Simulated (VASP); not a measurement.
Here is a VASP 6.6.1 calculation.

The input INCAR:

```
  PREC = Accurate
  ENCUT = 520
  EDIFF = 1E-7
  ISMEAR = 0
  SIGMA = 0.02
  LREAL = False
  LASPH = True
  NELM = 100
  ALGO = Normal
  ISIF = 2
  LWAVE = False
  LCHARG = False
  GGA = CA
```

Contents of KPOINTS:

```
Automatic mesh
0
Gamma
  10 10 10
```

POSCAR

```
Ge                                      
1.0
   -0.0000000000      2.8400450377      2.8400450377
    2.8400450377      0.0000000000      2.8400450377
    2.8400450377      2.8400450377      0.0000000000
  Ge            
     2
Direct
     0.0000000000000000    0.0000000000000000    0.0000000000000000
     0.2500000000000000    0.2500000000000000    0.2500000000000000
```

Potentials or basis: VASP PAW LDA potentials, release 64 (Ge_d).

Run with:

```bash
$ cat potpaw_LDA.64/Ge_d/POTCAR > POTCAR
$ mpirun -np 1 vasp_std > vasp.out
```

Problem. Estimate the pressure.

Solution. -2.0 GPa.

Problem. Estimate the band gap on the k mesh.

Solution. None (metal or under the smearing width).
